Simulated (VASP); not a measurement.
# PbO2 (Fm-3m) in VASP: notebook

Aim: see how the results for PbO2 move with the level of theory and the settings. Levels: PBE, PBEsol. Tasks: single point.

Program: VASP 6.6.1. These are calculated values, not measurements. Logs are shortened: lines on timing, memory, paths and dates and some standing lists are left out, and cuts for length are marked.

## (1) The structure

It takes space group Fm-3m (No. 225, cubic). Conventional cell: a = 5.404 Å, b = 5.404 Å, c = 5.404 Å, α = 90.00°, β = 90.00°, γ = 90.00°. Around Pb (site symmetry m-3m) lie 8 O at 2.34 Å. O (site symmetry -43m) has 4 Pb at 2.34 Å as nearest neighbours.

The cell comes from a database or a generator and needn't be the stable form of this composition.

## (2) Single point, PBE

INCAR

```
SYSTEM = PbO2
PREC = Accurate
ENCUT = 520
EDIFF = 1E-7
ISMEAR = -1
SIGMA = 0.05
LREAL = .FALSE.
LASPH = .TRUE.
NELM = 60
ALGO = Normal
ISIF = 2
LWAVE = .FALSE.
LCHARG = .FALSE.
GGA = PE
NBANDS = 20
```

KPOINTS

```
regular mesh
0
G
  9 9 9
  0 0 0
```

POSCAR

```
PbO2
1.0
    0.0000000000      2.7019920000      2.7019920000
    2.7019920000      0.0000000000      2.7019920000
    2.7019920000      2.7019920000      0.0000000000
Pb O
1 2
Direct
    0.0000000000      0.0000000000      0.0000000000
    0.7500000000      0.7500000000      0.7500000000
    0.2500000000      0.2500000000      0.2500000000
```

Potentials or basis: VASP PAW PBE potentials, release 64 (Pb_d, O).

Started as:

```sh
> cat potpaw_PBE.64/Pb_d/POTCAR potpaw_PBE.64/O/POTCAR > POTCAR
> mpirun -np 1 vasp_std > vasp.out
```

OUTCAR:

```text
SYSTEM = PbO2
   PREC = Accurate
   ENCUT = 520
   EDIFF = 1E-7
   ISMEAR = -1
   LREAL = .FALSE.
   LASPH = .TRUE.
   NELM = 60
   ISIF = 2
   GGA = PE

 ion  position               nearest neighbor table
   1  0.000  0.000  0.000-   2 2.34   2 2.34   2 2.34   3 2.34   3 2.34   3 2.34   3 2.34   2 2.34

   2  0.750  0.750  0.750-   1 2.34   1 2.34   1 2.34   1 2.34
   3  0.250  0.250  0.250-   1 2.34   1 2.34   1 2.34   1 2.34

  LATTYP: Found a face centered cubic cell.
 ALAT       =     5.4039840000

  Lattice vectors:

 A1 = (   0.0000000000,   2.7019920000,   2.7019920000)
 A2 = (   2.7019920000,   0.0000000000,   2.7019920000)
 A3 = (   2.7019920000,   2.7019920000,   0.0000000000)

Analysis of symmetry for initial positions (statically):
=====================================================================
 Subroutine PRICEL returns:
 Original cell was already a primitive cell.

 Routine SETGRP: Setting up the symmetry group for a
 face centered cubic supercell.

 Subroutine GETGRP returns: Found 48 space group operations
 (whereof 48 operations were pure point group operations)
 out of a pool of 48 trial point group operations.

The static configuration has the point symmetry O_h .

Analysis of symmetry for dynamics (positions and initial velocities):
=====================================================================
 Subroutine PRICEL returns:
 Original cell was already a primitive cell.

 Routine SETGRP: Setting up the symmetry group for a
 face centered cubic supercell.

 Subroutine GETGRP returns: Found 48 space group operations
 (whereof 48 operations were pure point group operations)
 out of a pool of 48 trial point group operations.

The dynamic configuration has the point symmetry O_h .

 Subroutine INISYM returns: Found 48 space group operations
 (whereof 48 operations are pure point group operations),
 and found     1 'primitive' translations

----------------------------------------------------------------------------------------

                                     Primitive cell

  volume of cell :      39.4532

  direct lattice vectors                    reciprocal lattice vectors
     0.000000000  2.701992000  2.701992000    -0.185048660  0.185048660  0.185048660
     2.701992000  0.000000000  2.701992000     0.185048660 -0.185048660  0.185048660
     2.701992000  2.701992000  0.000000000     0.185048660  0.185048660 -0.185048660

  length of vectors
     3.821193732  3.821193732  3.821193732     0.320513682  0.320513682  0.320513682

  position of ions in fractional coordinates (direct lattice)
     0.000000000  0.000000000  0.000000000
     0.750000000  0.750000000  0.750000000
     0.250000000  0.250000000  0.250000000

  ion indices of the primitive-cell ions
   primitive index   ion index
                 1           1
                 2           2
                 3           3

----------------------------------------------------------------------------------------

 KPOINTS: regular mesh

Automatic generation of k-mesh.
 Grid dimensions read from file:
 generate k-points for:    9    9    9

 Generating k-lattice:

  Cartesian coordinates                     Fractional coordinates (reciprocal lattice)
    -0.020560962  0.020560962  0.020560962     0.111111111  0.000000000  0.000000000
     0.020560962 -0.020560962  0.020560962     0.000000000  0.111111111  0.000000000
     0.020560962  0.020560962 -0.020560962     0.000000000  0.000000000  0.111111111

  Length of vectors
     0.035612631  0.035612631  0.035612631

  Shift w.r.t. Gamma in fractional coordinates (k-lattice)
     0.000000000  0.000000000  0.000000000

 Subroutine IBZKPT returns following result:
 ===========================================

 Found     35 irreducible k-points:

 Following reciprocal coordinates:
            Coordinates               Weight
  0.000000  0.000000  0.000000      1.000000
  0.111111  0.000000  0.000000      8.000000
  0.222222  0.000000  0.000000      8.000000
  0.333333  0.000000  0.000000      8.000000
  0.444444  0.000000  0.000000      8.000000
  0.111111  0.111111  0.000000      6.000000
[... 27 lines left out ...]
 -0.333333  0.444444  0.111111     24.000000
 -0.333333  0.444444  0.222222     24.000000
   k-points           NKPTS =     35   k-points in BZ     NKDIM =     35   number of bands    NBANDS=     20
   number of dos      NEDOS =    301   number of ions     NIONS =      3
   total plane-waves  NPLWV =  21952
   dimension x,y,z NGX =    28 NGY =   28 NGZ =   28
   dimension x,y,z NGXF=    56 NGYF=   56 NGZF=   56
   ions per type =               1   2
   NGX,Y,Z   is equivalent  to a cutoff of  12.18, 12.18, 12.18 a.u.
   NGXF,Y,Z  is equivalent  to a cutoff of  24.36, 24.36, 24.36 a.u.
 SYSTEM =  PbO2
   PREC   = accura    normal or accurate (medium, high low for compatibility)
   ISTART =      0    job   : 0-new  1-cont  2-samecut
   ICHARG =      2    charge: 1-file 2-atom 10-const
   ISPIN  =      1    spin polarized calculation?
   LNONCOLLINEAR =      F non collinear calculations
   LSORBIT =      F    spin-orbit coupling
   LASPH  =      T    aspherical Exc in radial PAW
   ENCUT  =  520.0 eV  38.22 Ry    6.18 a.u.   7.10  7.10  7.10*2*pi/ulx,y,z
   NELM   =     60;   NELMIN=  2; NELMDL= -5     # of ELM steps
   EDIFF  = 0.1E-06   stopping-criterion for ELM
   LREAL  =      F    real-space projection
   EDIFFG = 0.1E-05   stopping-criterion for IOM
   NSW    =      0    number of steps for IOM
   IBRION =     -1    ionic relax: 0-MD 1-quasi-New 2-CG
   NFREE  =      0    steps in history (QN), initial steepest desc. (CG)
   ISIF   =      2    stress and relaxation
   ISYM   =      2    0-nonsym 1-usesym 2-fastsym
   POTIM  = 0.5000    time-step for ionic-motion
   TEBEG  =    0.0;   TEEND  =   0.0 temperature during run
   PSTRESS=    0.0 pullay stress
   NELECT =      26.0000    total number of electrons
   NUPDOWN=      -1.0000    fix difference up-down
   EMIN   =  10.00;   EMAX   =-10.00  energy-range for DOS
   EFERMI =   0.00;   METHOD = LEGACY
   ISMEAR =    -1;   SIGMA  =   0.05  broadening in eV -4-tet -1-fermi 0-gaus
   EFERMI_NEDOS =   21; number of points for ismear=-14 and -15
   IALGO  =     38    algorithm
   IMIX   =      4    mixing-type and parameters
     AMIX     =   0.40;   BMIX     =  1.00
     AMIX_MAG =   1.60;   BMIX_MAG =  1.00
  volume/ion in A,a.u.               =      13.15        88.75
  Fermi-wavevector in a.u.,A,eV,Ry     =   1.424640  2.692180 27.614384  2.029600
  Thomas-Fermi vector in A             =   2.545110
   LORBIT       =      0    0 simple, 1 ext, 2 COOP (PROOUT), +10 PAW based schemes
   GGA     = PE    functional components
   LHFCALC =     F    Hartree Fock is set to
   AEXX    =    0.0000 exact exchange contribution
   IVDW    =     0    specifies the selected vdW correction
   LEPSILON=     F    determine dielectric tensor
   LRPA    =     F    only Hartree local field effects (RPA)
 non-spin polarized calculation
  energy-cutoff  :      520.00
  volume of cell :       39.45
 maximum number of plane-waves:      1073
   NGX = 15   NGY = 15   NGZ = 15

 number of electron      25.9999989 magnetization

 Free energy of the ion-electron system (eV)
  ---------------------------------------------------
  ext. energy  EPLUGINS =         0.00000000
  ---------------------------------------------------
  free energy    TOTEN  =       -15.61429181 eV

  energy without entropy =      -15.60839767  energy(sigma->0) =      -15.61134474

 E-fermi :   5.6245     XC(G=0): -11.1440

 val. band max:        5.5759392206   @ k =  -0.3333   0.4444   0.2222
 cond. band min:       6.1394703560   @ k =  -0.1111   0.1111   0.0000
 fundamental gap:      0.5635311354
 Fermi energy:         5.6244636316

 k-point     1 :       0.0000    0.0000    0.0000
  band No.  band energies     occupation
      1     -12.8740      2.00000
      2     -10.0667      2.00000
      3     -10.0490      2.00000
      4     -10.0490      2.00000
      5     -10.0490      2.00000
      6      -9.8166      2.00000
[... 12 lines left out ...]
     19      21.2148      0.00000
     20      21.2148      0.00000

 k-point     2 :       0.1111    0.0000    0.0000
  band No.  band energies     occupation
      1     -12.7754      2.00000
      2     -10.6559      2.00000
      3     -10.0344      2.00000
      4     -10.0344      2.00000
      5      -9.8175      2.00000
      6      -9.8175      2.00000
[... 12 lines left out ...]
     19      21.1070      0.00000
     20      21.1070      0.00000

 k-point     3 :       0.2222    0.0000    0.0000
  band No.  band energies     occupation
      1     -12.5263      2.00000
      2     -11.1220      2.00000
      3     -10.0034      2.00000
      4     -10.0034      2.00000
      5      -9.8132      2.00000
      6      -9.8132      2.00000
[... 12 lines left out ...]
     19      20.9147      0.00000
     20      20.9147      0.00000

 k-point     4 :       0.3333    0.0000    0.0000
  band No.  band energies     occupation
      1     -12.2990      2.00000
      2     -11.3144      2.00000
      3      -9.9828      2.00000
      4      -9.9828      2.00000
      5      -9.7924      2.00000
      6      -9.7924      2.00000
[... 12 lines left out ...]
     19      20.7809      0.00000
     20      20.7809      0.00000

 k-point     5 :       0.4444    0.0000    0.0000
  band No.  band energies     occupation
      1     -12.2535      2.00000
      2     -11.2313      2.00000
      3      -9.9782      2.00000
      4      -9.9782      2.00000
      5      -9.7693      2.00000
      6      -9.7693      2.00000
[... 12 lines left out ...]
     19      20.7147      0.00000
     20      20.7147      0.00000
[... 606 lines left out ...]
      6      -9.3355      2.00000
[... 12 lines left out ...]
     19      21.0132      0.00000
     20      23.4438      0.00000

 k-point    33 :      -0.4444    0.4444    0.1111
  band No.  band energies     occupation
      1     -12.0087      2.00000
      2     -11.6320      2.00000
      3      -9.9190      2.00000
      4      -9.8061      2.00000
      5      -9.7699      2.00000
      6      -9.5892      2.00000
[... 12 lines left out ...]
     19      22.0410      0.00000
     20      22.9299      0.00000

 k-point    34 :      -0.3333    0.4444    0.1111
  band No.  band energies     occupation
      1     -11.9764      2.00000
      2     -11.7007      2.00000
      3      -9.9017      2.00000
      4      -9.8085      2.00000
      5      -9.7847      2.00000
      6      -9.2931      2.00000
[... 12 lines left out ...]
     19      22.0004      0.00000
     20      22.6067      0.00000

 k-point    35 :      -0.3333    0.4444    0.2222
  band No.  band energies     occupation
      1     -11.8839      2.00000
      2     -11.8198      2.00000
      3      -9.8890      2.00000
      4      -9.8074      2.00000
      5      -9.7963      2.00000
      6      -9.0878      2.00000
[... 12 lines left out ...]
     19      21.6729      0.00000
     20      22.9689      0.00000

------------------------ aborting loop because EDIFF is reached ----------------------------------------

  FORCE on cell =-STRESS in cart. coord.  units (eV):
  Direction    XX          YY          ZZ          XY          YZ          ZX
  --------------------------------------------------------------------------------------
  -------------------------------------------------------------------------------------
  Total        0.1469896      0.1469896      0.1469896     -0.0000000      0.0000000     -0.0000000
  in kB        5.9691866      5.9691866      5.9691866     -0.0000000      0.0000000     -0.0000000
  external PRESSURE =       5.9691866 kB  Pullay stress =       0.0000000 kB

 VOLUME and BASIS-vectors are now :
 -----------------------------------------------------------------------------
  energy-cutoff  :      520.00
  volume of cell :       39.45
      direct lattice vectors                 reciprocal lattice vectors
     0.000000000  2.701992000  2.701992000    -0.185048660  0.185048660  0.185048660
     2.701992000  0.000000000  2.701992000     0.185048660 -0.185048660  0.185048660
     2.701992000  2.701992000  0.000000000     0.185048660  0.185048660 -0.185048660

 POSITION                                       TOTAL-FORCE (eV/Angst)
 -----------------------------------------------------------------------------------
      0.00000      0.00000      0.00000         0.000000      0.000000     -0.000000
      4.05299      4.05299      4.05299        -0.000000     -0.000000     -0.000000
      1.35100      1.35100      1.35100         0.000000      0.000000      0.000000
 -----------------------------------------------------------------------------------
    total drift:                                0.000000     -0.000000      0.000000

  FREE ENERGIE OF THE ION-ELECTRON SYSTEM (eV)
  ---------------------------------------------------
  free  energy   TOTEN  =       -15.6142918060 eV

  energy  without entropy=      -15.6083976698  energy(sigma->0) =      -15.61134474
```

Run time: 17 s. Hardware: 1 thread of Intel Xeon Platinum 8488C (Sapphire Rapids), shared host; peak memory 0.16 GiB.

Results:

* Free energy: -15.6143 eV
* Pressure: 0.6 GPa
* Band gap on the k mesh: none (metal or under the smearing width)

## (3) Single point, PBE (atoms moved at random, drawn with an rms of 0.05 Å)

INCAR

```
SYSTEM = PbO2
  PREC = Accurate
  ENCUT = 520
  EDIFF = 1E-7
  ISMEAR = -1
  SIGMA = 0.05
  LREAL = .False.
  LASPH = .True.
  NELM = 60
  ALGO = Normal
  ISIF = 2
  LWAVE = .False.
  LCHARG = .False.
  GGA = PE
  NBANDS = 20
```

KPOINTS

```
regular mesh
0
Gamma
  9 9 9
  0 0 0
```

POSCAR

```
PbO2
1.0
    0.0000000000      2.7019920000      2.7019920000
    2.7019920000      0.0000000000      2.7019920000
    2.7019920000      2.7019920000      0.0000000000
Pb O
1 2
Direct
   -0.0038920000      0.0019790000      0.0053630000
    0.7454200000      0.7468610000      0.7419540000
    0.2379960000      0.2722400000      0.2412150000
```

Potentials or basis: VASP PAW PBE potentials, release 64 (Pb_d, O).

Started as:

```sh
> cat potpaw_PBE.64/Pb_d/POTCAR potpaw_PBE.64/O/POTCAR > POTCAR
> mpirun -np 1 vasp_std > vasp.out
```

OUTCAR:

```text
SYSTEM = PbO2
   PREC = Accurate
   ENCUT = 520
   EDIFF = 1E-7
   ISMEAR = -1
   LREAL = .False.
   LASPH = .True.
   NELM = 60
   ISIF = 2
   GGA = PE

 ion  position               nearest neighbor table
   1  0.996  0.002  0.005-   3 2.28   2 2.30   2 2.32   3 2.33   2 2.34   3 2.37   3 2.38   2 2.40

   2  0.745  0.747  0.742-   1 2.30   1 2.32   1 2.34   1 2.40
   3  0.238  0.272  0.241-   1 2.28   1 2.33   1 2.37   1 2.38

  LATTYP: Found a face centered cubic cell.
 ALAT       =     5.4039840000

  Lattice vectors:

[... 1136 lines left out ...]

  FORCE on cell =-STRESS in cart. coord.  units (eV):
  Direction    XX          YY          ZZ          XY          YZ          ZX
  --------------------------------------------------------------------------------------
  -------------------------------------------------------------------------------------
  Total        0.2679402      0.1989068      0.2334969     -0.0527231     -0.1256362      0.0173168
  in kB       10.8809380      8.0775191      9.4822090     -2.1410625     -5.1020331      0.7032267
  external PRESSURE =       9.4802220 kB  Pullay stress =       0.0000000 kB

 VOLUME and BASIS-vectors are now :
 -----------------------------------------------------------------------------
  energy-cutoff  :      520.00
  volume of cell :       39.45
      direct lattice vectors                 reciprocal lattice vectors
     0.000000000  2.701992000  2.701992000    -0.185048660  0.185048660  0.185048660
     2.701992000  0.000000000  2.701992000     0.185048660 -0.185048660  0.185048660
     2.701992000  2.701992000  0.000000000     0.185048660  0.185048660 -0.185048660

 POSITION                                       TOTAL-FORCE (eV/Angst)
 -----------------------------------------------------------------------------------
      0.01984      2.70597      2.69682        -0.063458     -0.307627      0.102165
      4.02277      4.01887      4.03213         0.384267      0.029042      0.190121
      1.38735      1.29482      1.37865        -0.320809      0.278585     -0.292285
 -----------------------------------------------------------------------------------
    total drift:                                0.000332      0.000074     -0.000047

  FREE ENERGIE OF THE ION-ELECTRON SYSTEM (eV)
  ---------------------------------------------------
  free  energy   TOTEN  =       -15.5869717221 eV

  energy  without entropy=      -15.5810913254  energy(sigma->0) =      -15.58403152
```

stdout:

```text
POSCAR found type information on POSCAR PbO
 POSCAR found :  2 types and       3 ions
 scaLAPACK will be used
 LDA part: xc-table for (Slater+PW92), standard interpolation
 POSCAR, INCAR and KPOINTS ok, starting setup
 FFT: planning ... GRIDC
 FFT: planning ... GRID_SOFT
 FFT: planning ... GRID
 WAVECAR not read
 entering main loop
```

Run time: 3.1 min. Hardware: 1 thread of Intel Xeon Platinum 8488C (Sapphire Rapids), shared host; peak memory 0.36 GiB.

Results:

```
Free energy            : -15.5870 eV
Pressure               : 0.9 GPa
Largest force          : 0.516 eV/Å
Band gap on the k mesh : none (metal or under the smearing width)
```

Forces in eV/Å, atoms in the order of the input:
```
Pb  -0.063 -0.308  0.102
O    0.384  0.029  0.190
O   -0.321  0.279 -0.292
```

Levels at points of the mesh, in eV from the Fermi level:
```tsv
k point	band 9	band 10	band 11	band 12	band 13	band 14	band 15	band 16	band 17	band 18
(0.00, 0.00, 0.00)	-1.99	-1.98	-1.96	-1.36	-1.15	-1.08	6.85	6.97	7.23	11.77
```

## (4) Single point, PBEsol

INCAR

```
SYSTEM = PbO2
  PREC = Accurate
  ENCUT = 520
  EDIFF = 1E-7
  ISMEAR = -1
  SIGMA = 0.05
  LREAL = .FALSE.
  LASPH = .TRUE.
  NELM = 60
  ALGO = Normal
  ISIF = 2
  LWAVE = .FALSE.
  LCHARG = .TRUE.
  GGA = PS
  LELF = .TRUE.
  LVHAR = .TRUE.
  NBANDS = 20
```

KPOINTS

```
Automatic mesh
0
G
  9 9 9
  0 0 0
```

POSCAR

```
PbO2
1.0
    0.0000000000      2.7019920000      2.7019920000
    2.7019920000      0.0000000000      2.7019920000
    2.7019920000      2.7019920000      0.0000000000
Pb O
1 2
Direct
    0.0000000000      0.0000000000      0.0000000000
    0.7500000000      0.7500000000      0.7500000000
    0.2500000000      0.2500000000      0.2500000000
```

Started as:

```sh
> cat potpaw_PBE.64/Pb_d/POTCAR potpaw_PBE.64/O/POTCAR > POTCAR
> mpirun -np 1 vasp_std > vasp.out
```

Run time: 22 s. Hardware: 1 thread of AMD EPYC 7R13 (Zen 3), shared host; peak memory 0.14 GiB.

Results (log left out):

```yaml
Free_energy: -16.7718 eV
Pressure: -5.5 GPa
Band_gap_on_the_k_mesh: none (metal or under the smearing width)
```

Levels at points of the mesh, in eV from the Fermi level:
| k point | band 11 | band 12 | band 13 | band 14 | band 15 | band 16 |
| --- | --- | --- | --- | --- | --- | --- |
| (0.00, 0.00, 0.00) | -1.98 | -1.21 | -1.21 | -1.21 | 6.84 | 6.84 |

Caveat: the PAW data sets were made with another functional, which shifts forces and pressure a little.

(Continued in part 2 of 2.)
